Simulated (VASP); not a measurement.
Wanted: the native input for a VASP 6.6.1 run.

```
Task                   : single point
Functional             : PBE
Potentials or basis    : VASP PAW PBE potentials, release 64 (Mg)
Cutoff                 : 520 eV
k mesh                 : 10 × 10 × 5
Occupations            : gaussian, width 0.027 eV
Spin                   : no spin polarisation
Further INCAR settings : ALGO = Normal; EDIFF = 1e-06
```

The structure of Mg lies in POSCAR:

```
Mg
1.0
    3.2093000000      0.0000000000      0.0000000000
   -1.6046500000      2.7793353284      0.0000000000
    0.0000000000      0.0000000000      5.2103000000
Mg
2
Direct
    0.6666666667      0.3333333333      0.7500000000
    0.3333333333      0.6666666667      0.2500000000
```

These files were run (other wordings do the same):

INCAR

```
PREC     = Accurate       # precision mode
ENCUT    = 520            # plane-wave cutoff, eV
EDIFF    = 1E-6           # SCF threshold, eV
ISMEAR   = 0              # smearing method
SIGMA    = 0.027000000000000003 # smearing width, eV
LREAL    = F              # projectors in reciprocal space
LASPH    = T              # aspherical terms in the spheres
NELM     = 60             # most SCF steps
ALGO     = Normal         # electronic algorithm
ISIF     = 2              # what is computed and relaxed
LWAVE    = F              # write WAVECAR
LCHARG   = F              # write CHGCAR
GGA      = PE             # functional
```

KPOINTS

```
Automatic mesh
0
Gamma
  10 10 5
```

Potentials or basis: VASP PAW PBE potentials, release 64 (Mg).

Run with:

```console
$ cat potpaw_PBE.64/Mg/POTCAR > POTCAR
$ mpirun -np 1 vasp_std > vasp.out
```

Results of the run:

| Item | Value |
| --- | --- |
| Pressure | -0.6 GPa |
| Band gap on the k mesh | none (metal or under the smearing width) |

It used 6 s of CPU time on 1 thread of Intel(R) Xeon(R) Platinum 8559C (Emerald Rapids) (shared host), which was overloaded at the time.
